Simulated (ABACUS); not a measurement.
# HfN (Fm-3m) in ABACUS: relaxation of cell and atoms with PBE

Aim: the relaxation of cell and atoms of HfN with PBE.

Program: ABACUS 3.10.1. These are calculated values, not measurements. Logs are shortened: lines on timing, memory, paths and dates and some standing lists are left out, and cuts for length are marked.

**1. Starting point**

The structure is cubic, space group Fm-3m (No. 225). The conventional cell has a = 4.512 Å, b = 4.512 Å, c = 4.512 Å, α = 90.00°, β = 90.00°, γ = 90.00°. Hf (site symmetry m-3m) is surrounded by 6 N at 2.26 Å. N (site symmetry m-3m) is surrounded by 6 Hf at 2.26 Å.

**2. Relaxation of cell and atoms, PBE**

run_abacus.py reads:

```python
"""Relaxation by an ASE optimiser with ABACUS as a small file-based calculator."""
import re
import subprocess
import spglib
from ase import Atoms
import numpy as np
from ase.calculators.calculator import Calculator, all_changes
from ase.filters import FrechetCellFilter
from ase.io import read
from ase.optimize import FIRE
from ase.stress import full_3x3_to_voigt_6_stress
from ase.units import Bohr, GPa

atoms = read("HfN.cif")
cell, frac, numbers = spglib.standardize_cell((atoms.cell[:], atoms.get_scaled_positions(), atoms.numbers), to_primitive=True, symprec=1e-4)
atoms = Atoms(numbers=numbers, cell=cell, scaled_positions=frac, pbc=True)  # the primitive cell
atoms = atoms[(-atoms.numbers).argsort(kind="stable")]  # ABACUS lists atoms element by element
pseudo = {'Hf': '72_Hf_12_2.3_3.0_pbe_n_v1.0.upf', 'N': '07_N_5_1.2_1.4_pbe_n_v1.0.upf'}
orbital = {'Hf': 'Hf_confined-atom_8au_3s2p2d1f.orb', 'N': 'N_confined-atom_6au_2s2p1d.orb'}
magmoms = None
kmesh = [9, 9, 9]
params = {
    'suffix': 'HfN',
    'calculation': 'scf',
    'basis_type': 'lcao',
    'pseudo_dir': './',
    'orbital_dir': './',
    'symmetry': 1,
    'dft_functional': 'pbe',
    'ecutwfc': 100,
    'pseudo_rcut': 7,
    'nspin': 1,
    'nbands': 13,
    'ks_solver': 'genelpa',
    'smearing_method': 'fd',
    'smearing_sigma': 0.00367493,
    'scf_thr': 1e-07,
    'scf_nmax': 100,
    'mixing_type': 'broyden',
    'mixing_beta': 0.7,
    'cal_force': 1,
    'cal_stress': 1,
    'out_mul': 1,
}

def write_input(atoms):
    symbols = atoms.get_chemical_symbols()
    elements = list(dict.fromkeys(symbols))
    lines = ["ATOMIC_SPECIES"] + [f"{e} {atoms.get_masses()[symbols.index(e)]:.4f} {pseudo[e]}" for e in elements]
    if orbital:
        lines += ["", "NUMERICAL_ORBITAL"] + [orbital[e] for e in elements]
    lines += ["", "LATTICE_CONSTANT", f"{1 / Bohr:.10f}", "", "LATTICE_VECTORS"]
    lines += [" ".join(f"{x:.10f}" for x in v) for v in atoms.cell]
    lines += ["", "ATOMIC_POSITIONS", "Direct"]
    for e in elements:
        lines += ["", e, "0.0", str(symbols.count(e))]
        for i, p in enumerate(atoms.get_scaled_positions(wrap=False)):
            if symbols[i] == e:
                mag = "" if magmoms is None else " mag " + " ".join(str(x) for x in (magmoms[i] if isinstance(magmoms[i], list) else [magmoms[i]]))
                lines.append(" ".join(f"{x:.10f}" for x in p) + " 1 1 1" + mag)
    open("STRU", "w").write("\n".join(lines) + "\n")
    open("KPT", "w").write("K_POINTS\n0\nGamma\n%d %d %d 0 0 0\n" % tuple(kmesh))
    open("INPUT", "w").write("INPUT_PARAMETERS\n" + "".join(f"{k:<20s}{v}\n" for k, v in params.items()))

class Abacus(Calculator):
    implemented_properties = ["energy", "free_energy", "forces", "stress"]

    def calculate(self, atoms=None, properties=("energy",), system_changes=all_changes):
        super().calculate(atoms, properties, system_changes)
        write_input(self.atoms)
        subprocess.run(['mpirun', '-np', '4', 'abacus'], check=True)
        log = open("OUT.HfN/running_scf.log").read()
        if "charge density convergence is achieved" not in log:
            raise RuntimeError("SCF not converged")
        rows = lambda title, n: np.array([l.split()[-3:] for l in log.split(title)[-1].split("\n")[2:2 + n]], float)
        energy = float(re.findall(r"FINAL_ETOT_IS (\S+)", log)[-1])
        stress = -rows("TOTAL-STRESS", 3) / 10 * GPa  # ABACUS prints kbar, compression positive
        self.results = dict(energy=energy, free_energy=energy, forces=rows("TOTAL-FORCE", len(self.atoms)), stress=full_3x3_to_voigt_6_stress(stress))

atoms.calc = Abacus()
opt = FIRE(FrechetCellFilter(atoms), logfile="opt.log", trajectory="relax.traj")
print("optimiser converged:", opt.run(fmax=0.02, steps=60))
```

HfN.cif reads:

```cif
data_HfN
_cell_length_a 4.51200000
_cell_length_b 4.51200000
_cell_length_c 4.51200000
_cell_angle_alpha 90.00000000
_cell_angle_beta 90.00000000
_cell_angle_gamma 90.00000000
_space_group_name_H-M_alt 'Fm-3m'
_space_group_name_Hall '-F 4 2 3'
_space_group_IT_number 225
loop_
_space_group_symop_operation_xyz
'x,y,z'
'-x,-y,-z'
'-y,x,z'
'y,-x,-z'
'-x,-y,z'
'x,y,-z'
'y,-x,z'
'-y,x,-z'
'x,-y,-z'
'-x,y,z'
'-y,-x,-z'
'y,x,z'
'-x,y,-z'
'x,-y,z'
'y,x,-z'
'-y,-x,z'
'z,x,y'
'-z,-x,-y'
'z,-y,x'
'-z,y,-x'
'z,-x,-y'
'-z,x,y'
'z,y,-x'
'-z,-y,x'
'-z,x,-y'
'z,-x,y'
'-z,-y,-x'
'z,y,x'
'-z,-x,y'
'z,x,-y'
'-z,y,x'
'z,-y,-x'
'y,z,x'
'-y,-z,-x'
'x,z,-y'
'-x,-z,y'
'-y,z,-x'
'y,-z,x'
'-x,z,y'
'x,-z,-y'
'-y,-z,x'
'y,z,-x'
'-x,-z,-y'
'x,z,y'
'y,-z,-x'
'-y,z,x'
'x,-z,y'
'-x,z,-y'
'x,y+1/2,z+1/2'
'-x,-y+1/2,-z+1/2'
'-y,x+1/2,z+1/2'
'y,-x+1/2,-z+1/2'
[... 63 lines left out ...]
'-z+1/2,y,-x+1/2'
'z+1/2,-x,-y+1/2'
'-z+1/2,x,y+1/2'
'z+1/2,y,-x+1/2'
'-z+1/2,-y,x+1/2'
'-z+1/2,x,-y+1/2'
'z+1/2,-x,y+1/2'
'-z+1/2,-y,-x+1/2'
'z+1/2,y,x+1/2'
'-z+1/2,-x,y+1/2'
'z+1/2,x,-y+1/2'
'-z+1/2,y,x+1/2'
'z+1/2,-y,-x+1/2'
'y+1/2,z,x+1/2'
'-y+1/2,-z,-x+1/2'
'x+1/2,z,-y+1/2'
'-x+1/2,-z,y+1/2'
'-y+1/2,z,-x+1/2'
'y+1/2,-z,x+1/2'
'-x+1/2,z,y+1/2'
'x+1/2,-z,-y+1/2'
'-y+1/2,-z,x+1/2'
'y+1/2,z,-x+1/2'
'-x+1/2,-z,-y+1/2'
'x+1/2,z,y+1/2'
'y+1/2,-z,-x+1/2'
'-y+1/2,z,x+1/2'
'x+1/2,-z,y+1/2'
'-x+1/2,z,-y+1/2'
'x+1/2,y+1/2,z'
'-x+1/2,-y+1/2,-z'
'-y+1/2,x+1/2,z'
'y+1/2,-x+1/2,-z'
'-x+1/2,-y+1/2,z'
'x+1/2,y+1/2,-z'
'y+1/2,-x+1/2,z'
'-y+1/2,x+1/2,-z'
'x+1/2,-y+1/2,-z'
'-x+1/2,y+1/2,z'
'-y+1/2,-x+1/2,-z'
'y+1/2,x+1/2,z'
'-x+1/2,y+1/2,-z'
'x+1/2,-y+1/2,z'
'y+1/2,x+1/2,-z'
'-y+1/2,-x+1/2,z'
'z+1/2,x+1/2,y'
'-z+1/2,-x+1/2,-y'
'z+1/2,-y+1/2,x'
'-z+1/2,y+1/2,-x'
'z+1/2,-x+1/2,-y'
'-z+1/2,x+1/2,y'
'z+1/2,y+1/2,-x'
'-z+1/2,-y+1/2,x'
'-z+1/2,x+1/2,-y'
'z+1/2,-x+1/2,y'
'-z+1/2,-y+1/2,-x'
'z+1/2,y+1/2,x'
'-z+1/2,-x+1/2,y'
'z+1/2,x+1/2,-y'
'-z+1/2,y+1/2,x'
'z+1/2,-y+1/2,-x'
'y+1/2,z+1/2,x'
'-y+1/2,-z+1/2,-x'
'x+1/2,z+1/2,-y'
'-x+1/2,-z+1/2,y'
'-y+1/2,z+1/2,-x'
'y+1/2,-z+1/2,x'
'-x+1/2,z+1/2,y'
'x+1/2,-z+1/2,-y'
'-y+1/2,-z+1/2,x'
'y+1/2,z+1/2,-x'
'-x+1/2,-z+1/2,-y'
'x+1/2,z+1/2,y'
'y+1/2,-z+1/2,-x'
'-y+1/2,z+1/2,x'
'x+1/2,-z+1/2,y'
'-x+1/2,z+1/2,-y'
loop_
_atom_site_label
_atom_site_type_symbol
_atom_site_symmetry_multiplicity
_atom_site_Wyckoff_symbol
_atom_site_fract_x
_atom_site_fract_y
_atom_site_fract_z
_atom_site_occupancy
Hf1 Hf 4 a 0.0000000000 0.0000000000 0.0000000000 1
N1 N 4 b 0.5000000000 0.0000000000 0.0000000000 1
```

Potentials or basis: SPMS ONCV 1.0 PBE, DZP LCAO (the cutoffs set its grid).

Started as:

```sh
> OMP_NUM_THREADS=1 python run_abacus.py > log
```

running log:

```text
ABACUS v3.10.1

               Atomic-orbital Based Ab-initio Computation at UStc

 ------------------------------------------------------------------------------------

 READING GENERAL INFORMATION
                           global_out_dir = OUT.HfN/
                           global_in_card = INPUT
                               pseudo_dir = ./
                              orbital_dir = ./
                                    DSIZE = 4
                                    GSIZE = 1

 READING UNITCELL INFORMATION
                                    ntype = 2
                  lattice constant (Bohr) = 1.88973
              lattice constant (Angstrom) = 1

 READING ATOM TYPE 1
                               atom label = Hf
                      L=0, number of zeta = 3
                      L=1, number of zeta = 2
                      L=2, number of zeta = 2
                      L=3, number of zeta = 1
             number of atom for this type = 1

 READING ATOM TYPE 2
                               atom label = N
                      L=0, number of zeta = 2
                      L=1, number of zeta = 2
                      L=2, number of zeta = 1
             number of atom for this type = 1

                        TOTAL ATOM NUMBER = 2
DIRECT COORDINATES
    atom                   x                   y                   z     mag                  vx                  vy                  vz
taud_Hf1            0.0000000000        0.0000000000        0.0000000000  0.0000        0.0000000000        0.0000000000        0.0000000000
taud_N1            0.5000000000        0.5000000000        0.5000000000  0.0000        0.0000000000        0.0000000000        0.0000000000

                          Volume (Bohr^3) = 158.521
                             Volume (A^3) = 23.4903

 Lattice vectors: (Cartesian coordinate: in unit of a_0)
                   +0            +2.27311            +2.27311
             +2.27311                  +0            +2.27311
             +2.27311            +2.27311                  +0
 Reciprocal vectors: (Cartesian coordinate: in unit of 2 pi/a_0)
            -0.219963           +0.219963           +0.219963
            +0.219963           -0.219963           +0.219963
            +0.219963           +0.219963           -0.219963
 The esolver type has been set to : ksdft_lcao

                PAO radial cut off (Bohr) = 7

[... 216 lines left out ...]
                dimension of extened grid = [ 35, 35, 35 ]
                            UnitCellTotal = 125
              Atom number in sub-FFT-grid = 2
    Local orbitals number in sub-FFT-grid = 39
                                ParaV.nnr = 70648
                                 init_chg = atomic

 LCAO ALGORITHM --------------- ION=   1  ELEC=   1--------------------------------

 Density error is 0.13097807833
----------------------------------------------------------
     Energy           Rydberg                 eV
----------------------------------------------------------
 E_KohnSham     -133.6890355252      -1818.9326432675
 E_Harris       -133.7700805561      -1820.0353174823
 E_Fermi        1.3452262117         18.3027415780
----------------------------------------------------------
[... 80 lines left out ...]
 Density error is 2.00441501881e-08
----------------------------------------------------------
     Energy           Rydberg                 eV
----------------------------------------------------------
 E_KohnSham     -133.9389408651      -1822.3327798499
 E_KS(sigma->0) -133.9386713405      -1822.3291127807
 E_Harris       -133.9389408512      -1822.3327796609
 E_band         -5.2918404592        -71.9991831522
 E_one_elec     -9.2676592956        -126.0929735428
 E_Hartree      14.7343281456        200.4708189823
 E_xc           -33.9925514737       -462.4923896001
 E_Ewald        -105.4125191924      -1434.2109015508
 E_entropy(-TS) -0.0005390490        -0.0073341384
 E_descf        0.0000000000         0.0000000000
 E_exx          0.0000000000         0.0000000000
 E_Fermi        1.3401557636         18.2337545928
----------------------------------------------------------

 charge density convergence is achieved
 final etot is -1822.3327798 eV
 EFERMI = 18.233754593 eV

 STATE ENERGY(eV) AND OCCUPATIONS    NSPIN == 1
 1/35 kpoint (Cartesian) = 0.0000 0.0000 0.0000 (673 pws)
       1       -44.5971     0.00274348
       2       -12.9840     0.00274348
       3       -12.9840     0.00274348
       4       -12.9840     0.00274348
       5       0.858351     0.00274348
       6        15.2407     0.00274348
       7        15.2407     0.00274348
       8        15.2407     0.00274348
       9        17.9001     0.00274002
      10        17.9001     0.00274002
      11        17.9001     0.00274002
      12        20.0304    6.80507e-19
      13        20.1635    4.74935e-20
[... 61 lines left out ...]
 6/35 kpoint (Cartesian) = 0.0000 0.0000 0.048881 (677 pws)
       1       -44.5885      0.0164609
       2       -13.0915      0.0164609
       3       -13.0183      0.0164609
       4       -13.0183      0.0164609
       5        1.19519      0.0164609
       6        13.5048      0.0164609
       7        14.8392      0.0164609
       8        14.8392      0.0164609
       9        17.3060      0.0164609
      10        18.9042    2.47152e-08
      11        18.9042    2.47152e-08
      12        20.2992    1.88859e-20
      13        20.3668    4.88874e-21

[... levels at 29 further k points ...]

 correction force for each atom along direction 1 is 1.38608e-14
 correction force for each atom along direction 2 is 4.62937e-16
 correction force for each atom along direction 3 is 5.11229e-15
------------------------------------------------------------------------------------------
 TOTAL-FORCE (eV/Angstrom)
------------------------------------------------------------------------------------------
                       Hf1         0.0000000000         0.0000000000         0.0000000000
                        N1         0.0000000000         0.0000000000         0.0000000000
------------------------------------------------------------------------------------------

----------------------------------------------------------------
 TOTAL-STRESS (KBAR)
----------------------------------------------------------------
        -1.9249982860         0.0000000000         0.0000000000
         0.0000000000        -1.9249982860        -0.0000000000
         0.0000000000         0.0000000000        -1.9249982860
----------------------------------------------------------------
 TOTAL-PRESSURE: -1.924998 KBAR

 --------------------------------------------
 !FINAL_ETOT_IS -1822.3327798499290111 eV
 --------------------------------------------
```

Wall time 46 s (4 MPI ranks of Intel Xeon 6975P-C (Granite Rapids), shared host); peak memory 0.48 GiB.

Results:

| Quantity | Value |
| --- | --- |
| Free energy | -1822.3328 eV |
| Relaxed volume | 11.75 Å³/atom |
| Relaxed cell | a = 3.215 Å, b = 3.215 Å, c = 3.215 Å, α = 60.00°, β = 60.00°, γ = 60.00° |
| Space group after relaxing (to 0.05 Å) | Fm-3m (No. 225) |
| Energy gained by relaxing | 4.7 meV/atom |
| Ionic steps | 9 |
| Pressure after relaxing | -0.2 GPa |
| Band gap on the k mesh | none (metal or under the smearing width) |
| Mulliken charges | Hf +0.79; N -0.79 e |

The path:
```tsv
step	energy change (eV)	largest force (eV/Å)	pressure (GPa)	volume (Å³)
1	0.0000	0.0000	6.10	22.96
2	-0.0049	0.0000	4.21	23.11
3	-0.0091	0.0000	1.14	23.37
4	-0.0082	0.0000	-2.10	23.66
5	-0.0084	0.0000	-1.95	23.65
6	-0.0087	0.0000	-1.67	23.62
7	-0.0090	0.0000	-1.26	23.59
8	-0.0093	0.0000	-0.75	23.54
9	-0.0095	0.0000	-0.19	23.49
```

Final structure:
```yaml
crystal:
  lattice:
    - [0.00000, 2.27311, 2.27311]
    - [2.27311, 0.00000, 2.27311]
    - [2.27311, 2.27311, 0.00000]
  atoms:
    - { symbol: Hf, position: [0.00000, 0.00000, 0.00000] }
    - { symbol: N, position: [0.50000, 0.50000, 0.50000] }
```

Levels at points of the mesh, in eV from the Fermi level:
| k point | band 7 | band 8 | band 9 | band 10 | band 11 | band 12 |
| --- | --- | --- | --- | --- | --- | --- |
| (0.00, 0.00, 0.00) | -2.99 | -2.99 | -0.33 | -0.33 | -0.33 | 1.80 |

Caveat: the atomic orbitals were generated for these runs and aren't a published set; Mulliken charges move with the basis; the basis of atomic orbitals isn't converged, which shifts pressures, moduli and gaps.
